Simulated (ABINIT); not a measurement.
# A GW chain in ABINIT: AlN (P6_3mc), part 2 of 3

Aim: the G0W0 gap of AlN (P6_3mc) on PBE, step by step.

ABINIT 10.8.3; PBE and many-body steps on it, plane waves. Known limits of the many-body steps: not at the basis limit; coarse k mesh.

So far. Step 2 (Ground state): The gap is direct, at Γ.

The database entry behind the starting cell differs from later determinations by our own check (inner coordinate u about 0.002 short), so it need not match the best structure at ambient conditions.

### Step 3. Bands along the symmetry lines

Level of this step: DFT, PBE, plane waves, norm-conserving pseudopotentials (ABINIT).

Levels along a band path, at the cheap level, show where the edges lie and whether the meshes to come will hold them.

The input, run.abi:

```
acell 3*1.0 Angstrom
rprim 
  3.113000000011 -0.000000000003 0.000000000000
  -1.556500000003 2.695937081992 0.000000000000
  0.000000000000 0.000000000000 4.981000000000
ntypat 2
znucl 13 7
natom 4
typat 1 1 2 2
xred 
  0.333333333333 0.666666666667 0.000000000000
  0.666666666667 0.333333333333 0.500000000000
  0.333333333333 0.666666666667 0.380000000000
  0.666666666667 0.333333333333 0.880000000000
pp_dirpath "pseudos"
pseudos "Al.upf, N.upf"
ecut 36
iscf -2
irdden 1
kptopt 0
nkpt 75
kpt 
  0.00000000 0.00000000 0.00000000
  0.06250000 0.00000000 0.00000000
  0.12500000 0.00000000 0.00000000
  0.18750000 0.00000000 0.00000000
  0.25000000 0.00000000 0.00000000
  0.31250000 0.00000000 0.00000000
  0.37500000 0.00000000 0.00000000
  0.43750000 0.00000000 0.00000000
  0.50000000 0.00000000 0.00000000
  0.47916667 0.04166667 0.00000000
  0.45833333 0.08333333 0.00000000
  0.43750000 0.12500000 0.00000000
  0.41666666 0.16666666 0.00000000
  0.39583333 0.20833333 0.00000000
  0.37500000 0.25000000 0.00000000
  0.35416666 0.29166666 0.00000000
  0.33333333 0.33333333 0.00000000
  0.29166666 0.29166666 0.00000000
  0.25000000 0.25000000 0.00000000
  0.20833333 0.20833333 0.00000000
  0.16666666 0.16666666 0.00000000
  0.12500000 0.12500000 0.00000000
  0.08333333 0.08333333 0.00000000
  0.04166667 0.04166667 0.00000000
  0.00000000 0.00000000 0.00000000
  0.00000000 0.00000000 0.06250000
  0.00000000 0.00000000 0.12500000
  0.00000000 0.00000000 0.18750000
  0.00000000 0.00000000 0.25000000
  0.00000000 0.00000000 0.31250000
  0.00000000 0.00000000 0.37500000
  0.00000000 0.00000000 0.43750000
  0.00000000 0.00000000 0.50000000
  0.06250000 0.00000000 0.50000000
  0.12500000 0.00000000 0.50000000
  0.18750000 0.00000000 0.50000000
  0.25000000 0.00000000 0.50000000
  0.31250000 0.00000000 0.50000000
  0.37500000 0.00000000 0.50000000
  0.43750000 0.00000000 0.50000000
  0.50000000 0.00000000 0.50000000
  0.47916667 0.04166667 0.50000000
  0.45833333 0.08333333 0.50000000
  0.43750000 0.12500000 0.50000000
  0.41666666 0.16666666 0.50000000
  0.39583333 0.20833333 0.50000000
  0.37500000 0.25000000 0.50000000
  0.35416666 0.29166666 0.50000000
  0.33333333 0.33333333 0.50000000
  0.29166666 0.29166666 0.50000000
  0.25000000 0.25000000 0.50000000
  0.20833333 0.20833333 0.50000000
  0.16666666 0.16666666 0.50000000
  0.12500000 0.12500000 0.50000000
  0.08333333 0.08333333 0.50000000
  0.04166667 0.04166667 0.50000000
  0.00000000 0.00000000 0.50000000
  0.50000000 0.00000000 0.50000000
  0.50000000 0.00000000 0.43750000
  0.50000000 0.00000000 0.37500000
  0.50000000 0.00000000 0.31250000
  0.50000000 0.00000000 0.25000000
  0.50000000 0.00000000 0.18750000
  0.50000000 0.00000000 0.12500000
  0.50000000 0.00000000 0.06250000
  0.50000000 0.00000000 0.00000000
  0.33333333 0.33333333 0.50000000
  0.33333333 0.33333333 0.43750000
  0.33333333 0.33333333 0.37500000
  0.33333333 0.33333333 0.31250000
  0.33333333 0.33333333 0.25000000
  0.33333333 0.33333333 0.18750000
  0.33333333 0.33333333 0.12500000
  0.33333333 0.33333333 0.06250000
  0.33333333 0.33333333 0.00000000
istwfk *1
nband 15
nbdbuf 2
tolwfr 1e-08
nstep 40
prtwf 0
prtvol 0
indata_prefix "in"
outdata_prefix "out"
tmpdata_prefix "tmp"
```

Launch:

```console
$ OMP_NUM_THREADS=1 mpirun -n 8 abinit run.abi > log
```

Numbers of over 12 decimals in the logs are rounded to 6 here.

The log of the run:

```text
.Version 10.8.3 of ABINIT. v10.8.2 released Aug 2026.

 Symmetries : space group P6_3 m c (#186); Bravais hP (primitive hexag.)
[... echo of the input left out ...]
== DATASET  1 ==================================================================
-   mpi_nproc: 8, omp_nthreads: 1 (-1 if OMP is not activated)

--- !DatasetInfo
iteration_state: {dtset: 1, }
dimensions: {natom: 4, nkpt: 75, mband: 15, nsppol: 1, nspinor: 1, nspden: 1, mpw: 2937, }
cutoff_energies: {ecut:  36.0, pawecutdg:  -1.0, }
electrons: {nelect:   1.60000000E+01, charge:   0.00000000E+00, occopt:   1.00000000E+00, tsmear:   1.00000000E-02, }

 Real(R)+Recip(G) space primitive vectors, cartesian coordinates (Bohr,Bohr^-1):
 R(1)=  5.8827174  0.0000000  0.0000000  G(1)=  0.1699895  0.0981435  0.0000000
 R(2)= -2.9413587  5.0945827  0.0000000  G(2)=  0.0000000  0.1962869  0.0000000
 R(3)=  0.0000000  0.0000000  9.4127258  G(3)=  0.0000000  0.0000000  0.1062392
 Unit cell volume ucvol=  2.8209931E+02 bohr^3
 Angles (23,13,12)=  9.00000000E+01  9.00000000E+01  1.20000000E+02 degrees

 getcut: wavevector=  0.0000  0.0000  0.0000  ngfft=  32  32  54
         ecut(hartree)=     36.000   => boxcut(ratio)=   2.01398

--- Pseudopotential description ------------------------------------------------
- Al Generated using ONCVPSP code by D. R. Hamann
- 13.00000   3.00000  171031                  znucl, zion, pspdat
12 -101130 2 -1 1876                          pspcod,pspxc,lmax,lloc,mmax
     nproj     2     2     2
  pspatm : epsatm=    4.08140545
         --- l  ekb(1:nproj) -->
             0    5.126667    0.728291
             1    7.287548    0.832437
             2   -2.770497   -0.637722
 pspatm: atomic psp has been read  and splines computed

- N Generated using ONCVPSP code by D. R. Hamann
-  7.00000   5.00000  171031                  znucl, zion, pspdat
12 -101130 1 -1 1058                          pspcod,pspxc,lmax,lloc,mmax
     nproj     2     2     0
  pspatm : epsatm=    5.20977870
         --- l  ekb(1:nproj) -->
[...]
pspatm: atomic psp has been read  and splines computed

--------------------------------------------------------------------------------

================================================================================
 prteigrs : about to open file out_EIG
 Non-SCF case, kpt    1 (  0.00000  0.00000  0.00000), residuals and eigenvalues=
  1.35E-09  4.38E-09  3.93E-09  2.05E-09  5.49E-09  1.86E-09  4.78E-09  7.86E-09
  2.98E-09  4.96E-09  7.19E-09  9.62E-09  7.48E-09  1.71E-07  1.65E-08
 -3.6127E-01 -2.8223E-01 -2.4254E-02  1.6476E-01  1.6476E-01  1.8869E-01
  1.8869E-01  1.9530E-01  3.5040E-01  4.4063E-01  5.8456E-01  6.0656E-01
[...]
Non-SCF case, kpt    2 (  0.06250  0.00000  0.00000), residuals and eigenvalues=
  8.26E-09  8.40E-09  3.03E-09  4.39E-09  2.18E-09  4.03E-09  2.76E-09  8.04E-09
[...]
Non-SCF case, kpt   74 (  0.33333  0.33333  0.06250), residuals and eigenvalues=
[...]
Non-SCF case, kpt   75 (  0.33333  0.33333  0.00000), residuals and eigenvalues=
[...]
-2.6958E-01 -2.6958E-01  1.9329E-02  5.7384E-02  5.7384E-02  1.0651E-01
  1.0816E-01  1.0816E-01  3.8180E-01  5.0314E-01  5.5167E-01  5.5167E-01
[...]
--- !ResultsGS
iteration_state: {dtset: 1, }
comment   : Summary of ground state results
lattice_vectors:
- [  5.8827174,  -0.0000000,   0.0000000, ]
- [ -2.9413587,   5.0945827,   0.0000000, ]
- [  0.0000000,   0.0000000,   9.4127258, ]
lattice_lengths: [   5.88272,    5.88272,    9.41273, ]
lattice_angles: [ 90.000,  90.000, 120.000, ] # degrees, (23, 13, 12)
lattice_volume:   2.8209931E+02
convergence: {deltae:  0.000E+00, res2:  0.000E+00, residm:  9.988E-09, diffor:  0.000E+00, }
etotal    :  -2.55880884E+01
entropy   :   0.00000000E+00
fermie    :   1.95302428E-01
cartesian_stress_tensor: null
pressure_GPa: null
xred      :
- [  3.3333E-01,   6.6667E-01,   1.1102E-16, Al]
- [  6.6667E-01,   3.3333E-01,   5.0000E-01, Al]
- [  3.3333E-01,   6.6667E-01,   3.8000E-01,  N]
- [  6.6667E-01,   3.3333E-01,   8.8000E-01,  N]
cartesian_forces: null
force_length_stats: {min: null, max: null, mean: null, }

 Integrated electronic density in atomic spheres:
 ------------------------------------------------
 Atom  Sphere_radius  Integrated_density
[...]
================================================================================

 ----iterations are completed or convergence reached----

 Mean square residual over all n,k,spin=   48.190E-10; max=  99.876E-10
 reduced coordinates (array xred) for    4 atoms
[...]
0.333333333333      0.666666666667      0.380000000000
       0.666666666667      0.333333333333      0.880000000000

 cartesian coordinates (angstrom) at end:
    1      1.67e-12     1.797291     0.000000
    2      1.556500     0.898646     2.490500
    3      1.67e-12     1.797291     1.892780
    4      1.556500     0.898646     4.383280
 length scales=  1.889726125908  1.889726125908  1.889726125908 bohr
              =  1.000000000000  1.000000000000  1.000000000000 angstroms
 prteigrs : about to open file out_EIG
 Eigenvalues (hartree) for nkpt=  75  k points:
 kpt#   1, nband= 15, wtk=  1.00000, kpt=  0.0000  0.0000  0.0000 (reduced coord)
[...]
kpt#   2, nband= 15, wtk=  1.00000, kpt=  0.0625  0.0000  0.0000 (reduced coord)
[...]
kpt#   3, nband= 15, wtk=  1.00000, kpt=  0.1250  0.0000  0.0000 (reduced coord)
[...]
kpt#  74, nband= 15, wtk=  1.00000, kpt=  0.3333  0.3333  0.0625 (reduced coord)
  -0.26951   -0.26951    0.01992    0.05462    0.05462    0.10520    0.11158    0.11158
   0.38397    0.50288    0.54836    0.54836    0.62090    0.62090    0.67785
 kpt#  75, nband= 15, wtk=  1.00000, kpt=  0.3333  0.3333  0.0000 (reduced coord)
  -0.26958   -0.26958    0.01933    0.05738    0.05738    0.10651    0.10816    0.10816
   0.38180    0.50314    0.55167    0.55167    0.61993    0.61993    0.67792

== END DATASET(S) ==============================================================
================================================================================

 -outvars: echo values of variables after computation  --------
            nband          15
             nkpt          75
          spgroup         186
 [... the other variables as echoed above ...]

 Calculation completed.
```

The job ended after 7.3 s (8 MPI ranks of Arm Neoverse V1, shared host; peak memory 0.5 GiB; 58 s of CPU time).

This step gave:

- gap: 4.220 eV
- k of the valence top: 0, 0, 0
- k of the conduction bottom: 0, 0, 0
- least direct gap: 4.220 eV

The gap is 4.220 eV, as in the run before at this level.

The electronic bands at the labelled points (eV, zero at the top of the highest filled band; v1 is the highest filled band, c1 the lowest empty one):

```
    point     v4     v3     v2     v1    c1    c2     c3     c4
        Γ  -0.83  -0.18  -0.18   0.00  4.22  6.68  10.59  11.19
  halfway  -2.43  -1.54  -0.44  -0.38  6.21  7.63   8.10  10.04
        M  -3.33  -2.06  -1.77  -0.66  5.83  5.84   8.21  10.30
  halfway  -3.07  -2.97  -1.86  -1.49  5.54  7.17   8.88  10.08
        K  -3.75  -2.42  -2.37  -2.37  5.07  8.38   9.70   9.70
  halfway  -3.35  -1.67  -0.86  -0.59  6.85  7.48   8.57   9.14
        Γ  -0.83  -0.18  -0.18   0.00  4.22  6.68  10.59  11.19
  halfway  -0.74  -0.74  -0.28  -0.28  5.17  6.79  10.27  11.16
        A  -0.51  -0.51  -0.51  -0.51  6.47  6.47  10.35  10.35
  halfway  -1.58  -1.58  -1.01  -1.01  6.55  6.55   9.52   9.52
        L  -1.44  -1.44  -1.35  -1.35  5.34  5.34   9.32   9.32
  halfway  -2.72  -2.72  -0.92  -0.92  6.19  6.19   9.25   9.25
        H  -3.83  -3.83  -0.78  -0.78  7.44  7.44   7.88   7.88
  halfway  -1.80  -1.80  -1.20  -1.20  6.74  6.74   9.49   9.49
        A  -0.51  -0.51  -0.51  -0.51  6.47  6.47  10.35  10.35
jump to L  -1.44  -1.44  -1.35  -1.35  5.34  5.34   9.32   9.32
  halfway  -2.55  -1.89  -1.19  -0.91  5.09  5.93   9.37   9.47
        M  -3.33  -2.06  -1.77  -0.66  5.83  5.84   8.21  10.30
jump to H  -3.83  -3.83  -0.78  -0.78  7.44  7.44   7.88   7.88
  halfway  -4.41  -2.91  -1.46  -1.46  5.91  8.23   8.70   8.70
        K  -3.75  -2.42  -2.37  -2.37  5.07  8.38   9.70   9.70
```

### Step 4. Empty states on the mesh, 3×3×4 mesh, 83 bands

The sums over transitions need many empty states on a uniform mesh; this step solves for them.

The input, run.abi:

```
acell 3*1.0 Angstrom
rprim 
  3.113000000011 -0.000000000003 0.000000000000
  -1.556500000003 2.695937081992 0.000000000000
  0.000000000000 0.000000000000 4.981000000000
ntypat 2
znucl 13 7
natom 4
typat 1 1 2 2
xred 
  0.333333333333 0.666666666667 0.000000000000
  0.666666666667 0.333333333333 0.500000000000
  0.333333333333 0.666666666667 0.380000000000
  0.666666666667 0.333333333333 0.880000000000
pp_dirpath "pseudos"
pseudos "Al.upf, N.upf"
ecut 36
ngkpt 3 3 4
nshiftk 1
shiftk 0 0 0
kptopt 1
chksymbreak 0
irdden 1
istwfk *1
nband 83
prtvol 0
optdriver 6
gwr_task "HDIAGO"
paral_kgb 0
occopt 1
indata_prefix "in"
outdata_prefix "out"
tmpdata_prefix "tmp"
```

The log of the run:

```text
[banner, memory and clock lines left out]
.Version 10.8.3 of ABINIT. v10.8.2 released Aug 2026.

 Symmetries : space group P6_3 m c (#186); Bravais hP (primitive hexag.)
[... echo of the input left out ...]
== DATASET  1 ==================================================================
-   mpi_nproc: 8, omp_nthreads: 1 (-1 if OMP is not activated)

--- !DatasetInfo
iteration_state: {dtset: 1, }
dimensions: {natom: 4, nkpt: 9, mband: 83, nsppol: 1, nspinor: 1, nspden: 1, mpw: 2934, }
cutoff_energies: {ecut:  36.0, pawecutdg:  -1.0, }
electrons: {nelect:   1.60000000E+01, charge:   0.00000000E+00, occopt:   1.00000000E+00, tsmear:   1.00000000E-02, }

.Using double precision arithmetic; gwpc =  8

- Reading GS density from: in_DEN

--- Pseudopotential description ------------------------------------------------
- Al Generated using ONCVPSP code by D. R. Hamann
- 13.00000   3.00000  171031                  znucl, zion, pspdat
12 -101130 2 -1 1876                          pspcod,pspxc,lmax,lloc,mmax
     nproj     2     2     2
  pspatm : epsatm=    4.08140545
         --- l  ekb(1:nproj) -->
             0    5.126667    0.728291
             1    7.287548    0.832437
             2   -2.770497   -0.637722
 pspatm: atomic psp has been read  and splines computed

- N Generated using ONCVPSP code by D. R. Hamann
-  7.00000   5.00000  171031                  znucl, zion, pspdat
12 -101130 1 -1 1058                          pspcod,pspxc,lmax,lloc,mmax
     nproj     2     2     0
  pspatm : epsatm=    5.20977870
         --- l  ekb(1:nproj) -->
             0    7.494509    0.636305
             1   -4.293905   -1.006988
 pspatm: atomic psp has been read  and splines computed

   2.97317893E+02                                ecore*ucvol(ha*bohr**3)

 Total charge density [el/Bohr^3]
)     Maximum=    5.3940E-01  at reduced coord.    0.7813    0.4063    0.8889
)     Minimum=    1.6705E-03  at reduced coord.    0.3125    0.6563    0.0000
   Integrated=    1.6000E+01

 === KS gaps after direct diagonalization ===
 Direct band gap semiconductor
 Fundamental gap:     4.220 (eV)
   VBM:     5.314 (eV) at k: [ 0.0000E+00,  0.0000E+00,  0.0000E+00]
   CBM:     9.535 (eV) at k: [ 0.0000E+00,  0.0000E+00,  0.0000E+00]
 Direct gap:         4.220 (eV) at k: [ 0.0000E+00,  0.0000E+00,  0.0000E+00]

== END DATASET(S) ==============================================================

 -outvars: echo values of variables after computation  --------
           etotal      0.0000000000E+00
            nband          83
             nkpt           9
          spgroup         186
 [... the other variables as echoed above ...]

 Calculation completed.
```

Elapsed: 34 s, on 8 MPI ranks; peak memory 4 GiB.

This step gave:

| Quantity | Value |
| --- | --- |
| gap | 4.220 eV |
| k of the valence top | 0, 0, 0 |
| k of the conduction bottom | 0, 0, 0 |
| least direct gap | 4.220 eV |
| k points computed | 9 |
| lowest point of the top converged band, above the valence top | 68.3986 eV |

On this mesh the gap is 4.220 eV.

### Step 5. Screening, 3×3×4 mesh, 75 bands, screening to 136.1 eV

The RPA dielectric matrix is built and inverted for each q.

This step: RPA screening on PBE, plane waves, norm-conserving pseudopotentials.

Edit run.abi of step 4 so:

```diff
@@ -22,10 +22,11 @@
 chksymbreak 0
-irdden 1
 istwfk *1
-nband 83
-prtvol 0
-optdriver 6
-gwr_task "HDIAGO"
-paral_kgb 0
 occopt 1
+irdwfk 1
+optdriver 3
+nband 75
+ecuteps 5
+inclvkb 2
+awtr 1
+symchi 1
 indata_prefix "in"
```

The log of the run:

```text
.Version 10.8.3 of ABINIT. v10.8.2 released Aug 2026.

 Symmetries : space group P6_3 m c (#186); Bravais hP (primitive hexag.)
[... echo of the input left out ...]
== DATASET  1 ==================================================================
-   mpi_nproc: 8, omp_nthreads: 1 (-1 if OMP is not activated)

--- !DatasetInfo
iteration_state: {dtset: 1, }
dimensions: {natom: 4, nkpt: 9, mband: 75, nsppol: 1, nspinor: 1, nspden: 1, mpw: 2934, }
cutoff_energies: {ecut:  36.0, pawecutdg:  -1.0, }
electrons: {nelect:   1.60000000E+01, charge:   0.00000000E+00, occopt:   1.00000000E+00, tsmear:   1.00000000E-02, }

 SCREENING: Calculation of the susceptibility and dielectric matrices

 Based on a program developped by R.W. Godby, V. Olevano, G. Onida, and L. Reining.
 Incorporated in ABINIT by V. Olevano, G.-M. Rignanese, and M. Torrent.
.Using double precision arithmetic ; gwpc =  8

[... cell and pseudopotentials left out ...]
--------------------------------------------------------------------------------

 ==== K-mesh for the wavefunctions ====
 Number of points in the irreducible wedge :     9
[... list of points left out ...]
 Together with 12 symmetry operations and time-reversal symmetry
 yields    36 points in the full Brillouin Zone.

 ==== Q-mesh for the screening function ====
 Number of points in the irreducible wedge :     9
[... list of points left out ...]
 Together with 12 symmetry operations and time-reversal symmetry
 yields    36 points in the full Brillouin Zone.

 setmesh: FFT mesh size selected  =    20x   20x   36
          total number of points  =        14400

 vcoul_init : cutoff-mode = AUXILIARY_FUNCTION
 q-points for optical limit:   1
     1)      0.000010    0.000020    0.000030

- screening: taking advantage of time-reversal symmetry
- Maximum band index for partially occupied states nbvw = 8
- Remaining bands to be divided among processors   nbcw = 67
- Number of bands treated by each node ~8

 Number of electrons calculated from density =   16.0000; Expected =   16.0000
 average of density, n =  0.056718
 r_s =    1.6146
 omega_plasma =   22.9728 [eV]

 calculating chi0 at frequencies [eV] :
  1    0.000000E+00    0.000000E+00
  2    0.000000E+00    2.297283E+01

--------------------------------------------------------------------------------
  q-point number  1        q = ( 0.000000, 0.000000, 0.000000) [r.l.u.]
--------------------------------------------------------------------------------
[... chi0 elements left out ...]
 For q-point:  0.000010 0.000020 0.000030
  dielectric constant =   4.8972
  dielectric constant without local fields =   5.3606

  Average fulfillment of the sum rule on Im[epsilon] for q-point    1 :     73.00  [%]
[... wings left out ...]
  q-point number  2        q = ( 0.333333, 0.000000, 0.000000) [r.l.u.]
--------------------------------------------------------------------------------
[... chi0 elements left out ...]
  Average fulfillment of the sum rule on Im[epsilon] for q-point    2 :     78.77  [%]

 [... 7 further q-points ...]
```

Wall time 5.9 s (8 MPI ranks); peak memory 0.89 GiB; 46 s of CPU time.

Numbers from this step:

```yaml
eps_infinity_with_local_fields_on_this_mesh_along_the_program_s_q_direction: 4.897
the_same_without_local_fields: 5.361
plasma_frequency: 22.97 eV
plane_waves_in_the_screening_matrix: 135
```

Local fields lower ε∞ by 9 %. On a Γ-centred mesh this coarse the value itself is usually too large, while a short band sum pulls it down.

(Continued in part 3 of 3.)

[Paths, hosts, dates, memory and timing lines, banners, echoed tables and standing remarks are left out of the program output.]

[Logs are printed without paths, hosts, clocks, repeated set-up lines and the standing remarks that a program may print on its own settings, such as how far it seeks lower states.]

[Runs of the session that timed out or met a known fault of the program may be left out.]

[Hosts, paths, dates, database ids (printed as entryN), source tags and the programs' standing remarks are cut or masked in the printed files.]

[G0W0 gaps are taken among the corrected bands and points alone; a level outside them can change the order at an edge.]

[Where Ansatz stands beside ABINIT at settings called matched, ABINIT's density can come from a denser mesh and the files from another edition; pairs whose starting gaps differed by over 0.03 eV were left out, so agreement reads better than it is.]
